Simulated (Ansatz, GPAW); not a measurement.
# Geometry or basis: what sets the conductance of a Pb chain with a Cu atom bridging one bond, part 2 of 5

How well does a Pb chain with a Cu atom bridging one bond conduct once its atoms have relaxed, and how much do cheaper levels lose?

GPAW 26.7.0 and Ansatz 0.2.0; Ansatz plane waves; relaxation of the junction with the lead ends held (the session's first sound run).

So far. Step 2 (Relaxing the atoms): The relaxation lowered the energy of the cell by 0.226 eV.

## 3. Plane-wave reference (PBE)

Plane waves give the reference curve, free of the bias of atom-centred orbitals.

This step: Ansatz plane waves; Landauer transmission by layers, zero bias (Ansatz 0.2.0).

File input.yaml:

```yaml
crystal:
  lattice:
    - [9.0, 0.0, 0.0]
    - [0.0, 9.0, 0.0]
    - [0.0, 0.0, 35.0]
  atoms:
    - { symbol: Pb, position: [0.5, 0.5, 0.0414285714] }
    - { symbol: Pb, position: [0.5, 0.5, 0.1242857143] }
    - { symbol: Pb, position: [0.5, 0.5, 0.2071428571] }
    - { symbol: Pb, position: [0.5, 0.5, 0.29] }
    - { symbol: Pb, position: [0.5726262466, 0.4936977925, 0.3728526701] }
    - { symbol: Pb, position: [0.4382189789, 0.5016483322, 0.4547644921] }
    - { symbol: Cu, position: [0.6722412898, 0.4823786789, 0.4994195745] }
    - { symbol: Pb, position: [0.4393253756, 0.5015734227, 0.5444701212] }
    - { symbol: Pb, position: [0.5698046575, 0.4926972244, 0.627039216] }
    - { symbol: Pb, position: [0.5, 0.5, 0.71] }
    - { symbol: Pb, position: [0.5, 0.5, 0.7928571429] }
    - { symbol: Pb, position: [0.5, 0.5, 0.8757142857] }
    - { symbol: Pb, position: [0.5, 0.5, 0.9585714286] }
kpoints:
  mp_grid: { grid: [1, 1, 2] }
hamiltonian:
  xc: pbe
scf:
  occupations: { method: fermi_dirac, width: 0.1 }
output:
  transmission:
    leads: [[0, 1]]
    e_range: [-2, 2]
    de: 0.025
    kmesh: [1, 1]
    reduced_basis: true
  write_potential: true
  write_density: true
  volumetric_format: npy
```

Run with:

```sh
ansatz run input.yaml --threads 4 --pin off --max-ram 8192MiB --backend cpu --events-out ev --progress --plain --runs-dir out
```

Numbers of over 12 decimals in the logs are rounded to 6 here.

Output:

```text
[...]
Crystal: 13 atoms, lattice volume = 2835.000 Å³
Basis set: ecut = 420 eV, 55401 PW (Γ)
Bands: 113, of which v1, the nominal top of the filled ones, is band 94 counted from 1 (93 counted from 0)
Symmetry: 1 space group operations
[...]
k-points: 2
[...]
SCF iter   1: F=—  HF=-149486.173263 eV  |F-HF|=—  |Δ(HF+E_count)|=         —  Δρ=1.80e-3  dr2=2.75e0  ethr=1.77e-3  ⟨swp⟩=6.5  Hψ=861  notcnv=0
[...]
SCF iter   9: F=-149486.074661 eV  HF=-149486.074661 eV  |F-HF|=2.76e-8  |Δ(HF+E_count)|=   1.50e-7  Δρ=1.33e-6  dr2=5.02e-8  ethr=5.35e-11  ⟨swp⟩=8.5  Hψ=787  notcnv=0
SCF 1 converged in 9 iterations: F = -149486.074661 eV  dr2 = 5.02e-8
[...]
transmission: 44 of 264 steps passed
transmission: 88 of 264 steps passed
[...]
transmission: 264 of 264 steps passed
WARN: The output density's exchange-correlation potential varies sharply where the density is thin. Do not read a vacuum level from v_tot or v_xc, or from such a field of the output density. On a cell that repeats whose density bears no net charge and no dipole along the vacuum's axis use v_es (v_loc + v_h of the components); under efield.dipole_correction with no amplitude use v_es + v_field, which holds any externa [...]
SCF converged after 9 iterations
Free energy (F): -149486.074661 eV
[...]
Internal energy: -149485.567118 eV  (E = F + TS)
E sigma→0 (E₀):  -149485.820889 eV
Entropy (-TS):   -0.507543 eV (-39.042 meV/atom)
Fermi energy:    -2.074710 eV
[...]
--- Band table (eV) ---
  k-point 0: bands = [... 90 lower, -2.3365, -2.2112, -2.1885, -2.1626, -1.9992, -1.8873, -1.5738, -1.5251, ... 15 higher]
  k-point 1: bands = [... 90 lower, -2.4413, -2.4324, -2.4179, -1.9184, -1.8850, -1.8385, -1.8267, -1.3725, ... 15 higher]
--- Transmission ---
  basis      : 717 plane waves across, 44 finite elements along
  points     : 1, standing for a mesh of 1 x 1
  filling    : by the input's occupations and mesh, since the crystals that have channels conduct as metals do. If one of these is a semiconductor, that mesh has misplaced its level
  energies   : 161 from -2.000000 to 2.000000 eV about the Fermi level, 0.025000 eV apart; the leads are filled to 0.000000 eV, and channels, transmission and decay are at 0.000000 eV
  crystal 0  : Pb1, at the sites [0, 1], period 2.9000 Å, over 23.20 Å; its Hamiltonian steps by up to 23.6 meV
    offset         : up to 0.0000 Å between an atom of the period and one for which it stands
    filled         : 13.6 meV over the level at which it is neutral
    channels       : 3.000000e0 a spin
    conductance    : 2.8697e14 S/m² at 300 K; may be off by some 0.0 % by where its bands' edges are placed, 0.0 % from the distance to neutral
  junction   : crystal 0 to crystal 0, -0.00 to 32.10 Å
    transmission   : 2.465064e0 a spin
    error estimate : 5.003379e-4 a spin from the reduction of the transverse basis, at the most 4.385035e-3 at -0.625000 eV
    conductance    : 2.3577e14 S/m² at 300 K (2.3577e14 on every other energy)
    error estimate : 0.0 % from the energy spacing and 0.0 % from band edges of the leads and from resonances (wavevectors taken as independent; lower de), 0.0 % from the reduction of the transverse basis, 2.1 % from the steps of its leads' Hamiltonians or their offsets (lay more layers), 0.6 % from the distance to neutral
    resistance     : 7.5672e-4 Ω µm² beyond half of each lead's own
```

Run time: 1.7 min. Hardware: 4 threads of Arm Neoverse V1, shared host; peak memory 3.6 GiB; 5.6 min of CPU time.

The column dr2 measures how far the density is from self-consistency, as an energy; F and HF (Harris–Foulkes) agree once it is small.

This step gave:

```yaml
lead_level: 0 eV from the Fermi level
transmission_at_the_fermi_level_one_spin: 2.465
open_channels_of_the_lead_at_the_fermi_level_one_spin: 3
step_of_the_potential_along_the_lead: 23.6 meV
offset_of_the_lead: 0 Å
filling_of_the_lead_less_its_bulk_value_in_size: 13.6 meV
conductance: 2.465 G₀
```

One spin. Transmission, zone mean against energy, zero at the Fermi level:

energy (eV), transmission, zone mean and a bar:
```
   -2.000       0.06 
   -1.850       0.95 ##########
   -1.800       0.06 
   -1.600       0.30 ###
   -1.400       0.56 #####
   -1.200       0.83 ########
   -1.000       0.99 ##########
   -0.800       0.95 #########
   -0.600       1.54 ################
   -0.400       2.11 ######################
   -0.200       2.25 #######################
    0.000       2.47 ##########################
    0.200       2.67 ############################
    0.400       2.81 #############################
    0.600       2.87 ##############################
    0.650       2.87 ##############################
    0.800       2.85 ##############################
    1.000       2.76 #############################
    1.200       2.61 ###########################
    1.375       2.81 #############################
    1.400       2.17 #######################
    1.600       2.24 #######################
    1.800       2.07 ######################
    2.000       1.81 ###################
```

One spin. Open channels, zone mean against energy, zero at the Fermi level:

```
energy (eV)  open channels, zone mean
     -2.000                         1
     -1.900                         1
     -1.800                         1
     -1.700                         1
     -1.600                         1
     -1.500                         1
     -1.400                         1
     -1.300                         1
     -1.200                         1
     -1.100                         1
     -1.000                         1
     -0.900                         1
     -0.800                         1
     -0.700                         3
     -0.600                         3
     -0.500                         3
     -0.400                         3
     -0.300                         3
     -0.200                         3
     -0.100                         3
      0.000                         3
      0.100                         3
      0.200                         3
      0.300                         3
      0.400                         3
      0.500                         3
      0.600                         3
      0.700                         3
      0.800                         3
      0.900                         3
      1.000                         3
      1.100                         3
      1.200                         3
      1.300                         3
      1.400                         3
      1.500                         3
      1.600                         3
      1.700                         3
      1.800                         3
      1.900                         3
      2.000                         3
```

Crystal 0, spin -, k parallel (0, 0); distinct values, listed up to 1.5 1/Å. The Im kz of the slowest decaying states by energy, zero at the Fermi level:

```
energy (eV)  decay 1 (Å⁻¹)  decay 2 (Å⁻¹)  decay 3 (Å⁻¹)  decay 4 (Å⁻¹)
    -2.0000          0.511          0.511           1.16           1.29
    -1.7500          0.461          0.462           1.13           1.26
    -1.5000          0.404          0.404           1.10           1.23
    -1.2500          0.335          0.336           1.06           1.21
    -1.0000          0.245          0.246           1.03           1.18
    -0.7500         0.0842         0.0871          0.999           1.15
    -0.5000          0.965           1.12           1.18           1.18
    -0.2500          0.929           1.09           1.16           1.16
     0.0000          0.892           1.06           1.14           1.14
     0.2500          0.853           1.03           1.11           1.11
     0.5000          0.813          0.993           1.08           1.08
     0.7500          0.770          0.959           1.06           1.06
     1.0000          0.725          0.923           1.03           1.03
     1.2500          0.677          0.886           1.00           1.00
     1.5000          0.625          0.848          0.972          0.972
     1.7500          0.568          0.807          0.941          0.941
     2.0000          0.506          0.765          0.909          0.909
```

Crystal 0, spin -, k parallel (0, 0). Table of Re kz of states that move upwards by energy, zero at the Fermi level:

```
energy (eV)  channel 1 (Å⁻¹)  channel 2 (Å⁻¹)  channel 3 (Å⁻¹)
     -2.000           -0.984                -                -
     -1.900           -0.971                -                -
     -1.800           -0.958                -                -
     -1.700           -0.946                -                -
     -1.600           -0.935                -                -
     -1.500           -0.924                -                -
     -1.400           -0.914                -                -
     -1.300           -0.904                -                -
     -1.200           -0.894                -                -
     -1.100           -0.884                -                -
     -1.000           -0.875                -                -
     -0.900           -0.866                -                -
     -0.800           -0.857                -                -
     -0.700           -0.848           0.0564           0.0606
     -0.600           -0.839            0.158            0.159
     -0.500           -0.831            0.216            0.217
     -0.400           -0.822            0.262            0.263
     -0.300           -0.814            0.302            0.303
     -0.200           -0.805            0.337            0.338
     -0.100           -0.797            0.369            0.370
      0.000           -0.789            0.399            0.400
      0.100           -0.781            0.427            0.428
      0.200           -0.773            0.453            0.454
      0.300           -0.765            0.479            0.479
      0.400           -0.757            0.503            0.504
      0.500           -0.749            0.526            0.527
      0.600           -0.742            0.549            0.550
      0.700           -0.734            0.571            0.572
      0.800           -0.726            0.593            0.593
      0.900           -0.719            0.614            0.614
      1.000           -0.711            0.634            0.635
      1.100           -0.704            0.654            0.655
      1.200           -0.696            0.674            0.675
      1.300           -0.689            0.694            0.694
      1.400           -0.682            0.713            0.714
      1.500           -0.674            0.732            0.733
      1.600           -0.667            0.751            0.752
      1.700           -0.660            0.771            0.771
      1.800           -0.652            0.790            0.790
      1.900           -0.645            0.809            0.809
      2.000           -0.638            0.828            0.829
```

The electrostatic potential energy of an electron (with the applied field's), less the Fermi level, planar mean oscillates, so the rows of the table below give means over windows of 2.92 Å about each position, cut where the curve ends. Its maxima inside the range that stand out by 2 % of the span (Å: eV): 2.9: 3.86, 5.8: 3.85, 8.8: 3.84, 11.5: 3.77, 14.4: 3.60, 16.9: 2.51, 18.1: 2.55, 20.6: 3.61, 23.5: 3.77, 26.2: 3.84, 29.2: 3.85, 32.1: 3.86. Its minima: 1.5: 2.04, 4.4: 2.04, 7.3: 2.03, 10.2: 1.99, 13.1: 1.87, 16.0: 1.79, 17.5: 2.22, 19.0: 1.79, 21.9: 1.87, 24.8: 2.00, 27.7: 2.03, 30.6: 2.04, 33.5: 2.04.

Electrostatic potential energy of an electron (with the applied field's), less the Fermi level, planar mean against z; means over each step:

```
z (Å)  electrostatic potential energy of an electron (with the applied field's), less the Fermi level, planar mean (eV)
 1.46                                                                                                              2.94
 4.38                                                                                                              2.93
 7.30                                                                                                              2.93
10.22                                                                                                              2.89
13.14                                                                                                              2.76
16.06                                                                                                              2.37
18.98                                                                                                              2.41
21.90                                                                                                              2.76
24.82                                                                                                              2.89
27.74                                                                                                              2.93
30.66                                                                                                              2.94
33.58                                                                                                              2.88
```

The valence density, planar mean oscillates, so the rows of the table below give means over windows of 2.92 Å about each position, cut where the curve ends. Its maxima inside the range that stand out by 2 % of the span (Å: e/Å³): 1.5: 0.141, 4.4: 0.141, 7.3: 0.140, 10.2: 0.139, 13.0: 0.139, 15.9: 0.143, 17.5: 0.340, 19.1: 0.142, 21.9: 0.139, 24.8: 0.139, 27.7: 0.140, 30.6: 0.141, 33.5: 0.141. Its minima: 2.9: 0.0144, 5.8: 0.0144, 8.8: 0.0147, 11.7: 0.0148, 14.4: 0.0145, 16.8: 0.0537, 18.2: 0.0521, 20.6: 0.0142, 23.3: 0.0148, 26.2: 0.0147, 29.2: 0.0144, 32.1: 0.0145.

Valence density, planar mean against z; means over each step:

z (Å), valence density, planar mean (e/Å³) and a bar from the least value:
```
     1.46      0.059 
     4.38      0.059 
     7.30      0.059 
    10.22      0.059 
    13.14      0.059 
    16.06      0.103 ##############################
    18.98      0.095 ########################
    21.90      0.059 
    24.82      0.059 
    27.74      0.059 
    30.66      0.059 
    33.58      0.062 ##
```

T at the Fermi level is 2.47 of 3 open channels a spin, without spin-orbit coupling, which is large for these atoms.

(Continued in part 3 of 5.)

[Logs are printed without paths, hosts, clocks, repeated set-up lines and the standing remarks that a program may print on its own settings, such as how far it seeks lower states.]

[Hosts, paths, dates, database ids (printed as entryN), source tags and the programs' standing remarks are cut or masked in the printed files.]
